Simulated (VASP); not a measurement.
# Bi (P6_3/mmc) in VASP: settings compared, part 2 of 2

VASP 6.6.1. Earlier steps stand in the parts before.

**5. Single point, r2SCAN**

This run uses another cell than the first one, of 31.30 Å³/atom, 0.998 times its volume.

The input, POSCAR:

```
Bi
1.0
    3.5307865120      0.0000000000      0.0000000000
   -1.7653932560      3.0577508148      0.0000000000
    0.0000000000      0.0000000000      5.7988700700
Bi
2
Direct
    0.3333333333      0.6666666667      0.7500000000
    0.6666666667      0.3333333333      0.2500000000
```

The input, INCAR.step1:

```
PREC = Accurate
ENCUT = 520
ISMEAR = 0
SIGMA = 0.05
LREAL = F
LASPH = T
NELM = 100
NBANDS = 22
GGA = PE
ALGO = Normal
EDIFF = 1E-4
LWAVE = T
LCHARG = F
```

The input, INCAR.step2:

```
PREC = Accurate
ENCUT = 520
EDIFF = 1E-7
ISMEAR = 0
SIGMA = 0.05
LREAL = F
LASPH = T
NELM = 100
ALGO = Normal
ISIF = 2
LWAVE = F
LCHARG = F
METAGGA = R2SCAN
LMIXTAU = T
NBANDS = 22
ISTART = 1
```

The input, KPOINTS:

```
regular mesh
0
Gamma
  14 14 8
```

Potentials or basis: VASP PAW PBE potentials, release 64 (Bi_d).

Command:

```
$ cat potpaw_PBE.64/Bi_d/POTCAR > POTCAR
$ cp INCAR.step1 INCAR
$ mpirun -np 1 vasp_std > vasp.out
$ cp INCAR.step2 INCAR
$ mpirun -np 1 vasp_std > vasp.out
```

OUTCAR:

```text
PREC = Accurate
   ENCUT = 520
   EDIFF = 1E-7
   ISMEAR = 0
   LREAL = F
   LASPH = T
   NELM = 100
   ISIF = 2
   METAGGA = R2SCAN
   ISTART = 1

 ion  position               nearest neighbor table
   1  0.333  0.667  0.750-   2 3.54   2 3.54   2 3.54   2 3.54   2 3.54   2 3.54
   2  0.667  0.333  0.250-   1 3.54   1 3.54   1 3.54   1 3.54   1 3.54   1 3.54

  LATTYP: Found a hexagonal cell.
 ALAT       =     3.5307865120
 C/A-ratio  =     1.6423734628

  Lattice vectors:

 A1 = (   3.5307865120,   0.0000000000,   0.0000000000)
 A2 = (  -1.7653932560,   3.0577508148,   0.0000000000)
 A3 = (   0.0000000000,   0.0000000000,   5.7988700700)

Analysis of symmetry for initial positions (statically):
=====================================================================
 Subroutine PRICEL returns:
 Original cell was already a primitive cell.

 Routine SETGRP: Setting up the symmetry group for a
 hexagonal supercell.

 Subroutine GETGRP returns: Found 24 space group operations
 (whereof 12 operations were pure point group operations)
 out of a pool of 24 trial point group operations.

The static configuration has the point symmetry D_3d.
 The point group associated with its full space group is D_6h.

Analysis of symmetry for dynamics (positions and initial velocities):
=====================================================================
 Subroutine PRICEL returns:
 Original cell was already a primitive cell.

 Routine SETGRP: Setting up the symmetry group for a
 hexagonal supercell.

 Subroutine GETGRP returns: Found 24 space group operations
 (whereof 12 operations were pure point group operations)
 out of a pool of 24 trial point group operations.

The dynamic configuration has the point symmetry D_3d.
 The point group associated with its full space group is D_6h.

 Subroutine INISYM returns: Found 24 space group operations
 (whereof 12 operations are pure point group operations),
 and found     1 'primitive' translations

----------------------------------------------------------------------------------------

                                     Primitive cell

  volume of cell :      62.6061

  direct lattice vectors                    reciprocal lattice vectors
     3.530786512  0.000000000  0.000000000     0.283223015  0.163518884  0.000000000
    -1.765393256  3.057750815  0.000000000     0.000000000  0.327037767  0.000000000
     0.000000000  0.000000000  5.798870070     0.000000000  0.000000000  0.172447389

  length of vectors
     3.530786512  3.530786512  5.798870070     0.327037767  0.327037767  0.172447389

  position of ions in fractional coordinates (direct lattice)
     0.333333333  0.666666667  0.750000000
     0.666666667  0.333333333  0.250000000

  ion indices of the primitive-cell ions
   primitive index   ion index
                 1           1
                 2           2

----------------------------------------------------------------------------------------

 KPOINTS: regular mesh

Automatic generation of k-mesh.
 Grid dimensions read from file:
 generate k-points for:   14   14    8

 Generating k-lattice:

  Cartesian coordinates                     Fractional coordinates (reciprocal lattice)
     0.020230215  0.011679920  0.000000000     0.071428571  0.000000000  0.000000000
     0.000000000  0.023359841  0.000000000     0.000000000  0.071428571  0.000000000
     0.000000000  0.000000000  0.021555924     0.000000000  0.000000000  0.125000000

  Length of vectors
     0.023359841  0.023359841  0.021555924

  Shift w.r.t. Gamma in fractional coordinates (k-lattice)
     0.000000000  0.000000000  0.000000000

 Subroutine IBZKPT returns following result:
 ===========================================

 Found    120 irreducible k-points:

 Following reciprocal coordinates:
            Coordinates               Weight
  0.000000  0.000000  0.000000      1.000000
  0.071429  0.000000  0.000000      6.000000
  0.142857  0.000000  0.000000      6.000000
  0.214286 -0.000000  0.000000      6.000000
  0.285714  0.000000  0.000000      6.000000
  0.357143  0.000000  0.000000      6.000000
[... 16 lines left out ...]
  0.285714  0.285714  0.000000      6.000000
  0.357143  0.285714  0.000000      6.000000
 [... further k-points ...]
   k-points           NKPTS =    120   k-points in BZ     NKDIM =    120   number of bands    NBANDS=     22
   number of dos      NEDOS =    301   number of ions     NIONS =      2
   total plane-waves  NPLWV =  37632
   dimension x,y,z NGX =    28 NGY =   28 NGZ =   48
   dimension x,y,z NGXF=    56 NGYF=   56 NGZF=   96
   ions per type =               2
   NGX,Y,Z   is equivalent  to a cutoff of  13.18, 13.18, 13.76 a.u.
   NGXF,Y,Z  is equivalent  to a cutoff of  26.37, 26.37, 27.52 a.u.
 SYSTEM =  unknown system
   PREC   = accura    normal or accurate (medium, high low for compatibility)
   ISTART =      1    job   : 0-new  1-cont  2-samecut
   ICHARG =      0    charge: 1-file 2-atom 10-const
   ISPIN  =      1    spin polarized calculation?
   LNONCOLLINEAR =      F non collinear calculations
   LSORBIT =      F    spin-orbit coupling
   LASPH  =      T    aspherical Exc in radial PAW
   ENCUT  =  520.0 eV  38.22 Ry    6.18 a.u.   6.56  6.56 10.78*2*pi/ulx,y,z
   NELM   =    100;   NELMIN=  2; NELMDL=  0     # of ELM steps
   EDIFF  = 0.1E-06   stopping-criterion for ELM
   LREAL  =      F    real-space projection
   EDIFFG = 0.1E-05   stopping-criterion for IOM
   NSW    =      0    number of steps for IOM
   IBRION =     -1    ionic relax: 0-MD 1-quasi-New 2-CG
   NFREE  =      0    steps in history (QN), initial steepest desc. (CG)
   ISIF   =      2    stress and relaxation
   ISYM   =      2    0-nonsym 1-usesym 2-fastsym
   POTIM  = 0.5000    time-step for ionic-motion
   TEBEG  =    0.0;   TEEND  =   0.0 temperature during run
   PSTRESS=    0.0 pullay stress
   NELECT =      30.0000    total number of electrons
   NUPDOWN=      -1.0000    fix difference up-down
   EMIN   =  10.00;   EMAX   =-10.00  energy-range for DOS
   EFERMI =   0.00;   METHOD = LEGACY
   ISMEAR =     0;   SIGMA  =   0.05  broadening in eV -4-tet -1-fermi 0-gaus
   EFERMI_NEDOS =   21; number of points for ismear=-14 and -15
   IALGO  =     38    algorithm
   IMIX   =      4    mixing-type and parameters
     AMIX     =   0.40;   BMIX     =  1.00
     AMIX_MAG =   1.60;   BMIX_MAG =  1.00
  volume/ion in A,a.u.               =      31.30       211.24
  Fermi-wavevector in a.u.,A,eV,Ry     =   1.281080  2.420890 22.329421  1.641166
  Thomas-Fermi vector in A             =   2.413471
   LORBIT       =      0    0 simple, 1 ext, 2 COOP (PROOUT), +10 PAW based schemes
   METAGGA = R2SCAN    functional components
   LHFCALC =     F    Hartree Fock is set to
   AEXX    =    0.0000 exact exchange contribution
   IVDW    =     0    specifies the selected vdW correction
   LEPSILON=     F    determine dielectric tensor
   LRPA    =     F    only Hartree local field effects (RPA)
 non-spin polarized calculation
 Gauss-broadening in eV      SIGMA  =   0.05
  energy-cutoff  :      520.00
  volume of cell :       62.61
 maximum number of plane-waves:      1731
 NGX is ok and might be reduce to    28

 number of electron      30.0000004 magnetization

 Free energy of the ion-electron system (eV)
  ---------------------------------------------------
  ext. energy  EPLUGINS =         0.00000000
  ---------------------------------------------------
  free energy    TOTEN  =      -116.48926951 eV

  energy without entropy =     -116.48711601  energy(sigma->0) =     -116.48819276

 E-fermi :   7.8633     XC(G=0): -11.0617

 val. band max:        7.8587175095   @ k =   0.3571   0.2143   0.1250
 cond. band min:       7.8719517782   @ k =   0.4286   0.0714   0.1250
 fundamental gap:      0.0132342686
 Fermi energy:         7.8633209990

 k-point     1 :       0.0000    0.0000    0.0000
  band No.  band energies     occupation
      1     -15.9686      2.00000
      2     -15.9589      2.00000
      3     -15.9426      2.00000
      4     -15.9426      2.00000
      5     -15.9337      2.00000
      6     -15.9337      2.00000
[... 14 lines left out ...]
     21      18.1814      0.00000
     22      18.9148      0.00000
[... 552 lines left out ...]
  band No.  band energies     occupation
      1     -15.9980      2.00000
      2     -15.9295      2.00000
      3     -15.9208      2.00000
      4     -15.9068      2.00000
      5     -15.9057      2.00000
      6     -15.8729      2.00000
[... 14 lines left out ...]
     21      20.9270      0.00000
     22      21.4709      0.00000

 [... further k-points ...]

------------------------ aborting loop because EDIFF is reached ----------------------------------------

  FORCE on cell =-STRESS in cart. coord.  units (eV):
  Direction    XX          YY          ZZ          XY          YZ          ZX
  --------------------------------------------------------------------------------------
  -------------------------------------------------------------------------------------
  Total       -0.1050318     -0.1050318     -0.0723854      0.0000000     -0.0000000      0.0000000
  in kB       -2.6879086     -2.6879086     -1.8524416      0.0000000     -0.0000000      0.0000000
  external PRESSURE =      -2.4094196 kB  Pullay stress =       0.0000000 kB

 VOLUME and BASIS-vectors are now :
 -----------------------------------------------------------------------------
  energy-cutoff  :      520.00
  volume of cell :       62.61
      direct lattice vectors                 reciprocal lattice vectors
     3.530786512  0.000000000  0.000000000     0.283223015  0.163518884  0.000000000
    -1.765393256  3.057750815  0.000000000     0.000000000  0.327037767  0.000000000
     0.000000000  0.000000000  5.798870070     0.000000000  0.000000000  0.172447389

 POSITION                                       TOTAL-FORCE (eV/Angst)
 -----------------------------------------------------------------------------------
     -0.00000      2.03850      4.34915        -0.000000     -0.000000      0.000000
      1.76539      1.01925      1.44972         0.000000      0.000000      0.000000
 -----------------------------------------------------------------------------------
    total drift:                               -0.000000      0.000000      0.000000

  FREE ENERGIE OF THE ION-ELECTRON SYSTEM (eV)
  ---------------------------------------------------
  free  energy   TOTEN  =      -116.4892695129 eV

  energy  without entropy=     -116.4871160148  energy(sigma->0) =     -116.48819276
```

OUTCAR.step1:

```text
PREC = Accurate
   ENCUT = 520
   ISMEAR = 0
   LREAL = F
   LASPH = T
[... 825 lines left out ...]
 -----------------------------------------------------------------------------------
     -0.00000      2.03850      4.34915         0.000000      0.000000      0.000000
      1.76539      1.01925      1.44972         0.000000      0.000000      0.000000
 -----------------------------------------------------------------------------------
    total drift:                               -0.000000      0.000000      0.000000

  FREE ENERGIE OF THE ION-ELECTRON SYSTEM (eV)
  ---------------------------------------------------
  free  energy   TOTEN  =        -7.4905658991 eV

  energy  without entropy=       -7.4887164866  energy(sigma->0) =       -7.48964119
```

Run time: 6.6 min. Hardware: 1 thread of Intel Xeon 6975P-C (Granite Rapids), shared host; peak memory 0.28 GiB.

What came out:

- Free energy: -116.4893 eV
- Pressure: -0.2 GPa
- Band gap on the k mesh: none (metal or under the smearing width)

Stress tensor (GPa, compression positive):
```
-0.27  0.00  0.00
 0.00 -0.27  0.00
 0.00  0.00 -0.19
```

Caveat: the PAW data sets were made with another functional, which shifts forces and pressure a little; spin-orbit coupling is left out, which moves the levels of the heavy elements.

**6. The runs side by side**

```tsv
task	level	cell	k mesh	cutoff (eV)	gap on the mesh (eV)	pressure (GPa)
single point	PBE	P6_3/mmc, 31.37 Å³/atom	6 × 6 × 4	520	none	-0.2
relaxation of cell and atoms	PBE	relaxed	6 × 6 × 4	600	none	0.0
single point	r2SCAN	P6_3/mmc, 31.17 Å³/atom	14 × 14 × 8	520	none	0.0
single point	r2SCAN	P6_3/mmc, 31.3 Å³/atom	14 × 14 × 8	520	none	-0.2
```

Alike in all rows: potentials or basis VASP PAW PBE potentials, release 64 (Bi_d); no spin polarisation; smearing gaussian 0.05 eV.

Every run on the cell as given and a fine mesh finds a metal.

Caveats: spin-orbit coupling is left out, which moves the levels of the heavy elements; the PAW data sets were made with another functional, which shifts forces and pressure a little (some runs).

Total energies depend on the potentials used, so only differences within one code and one set of settings carry meaning.
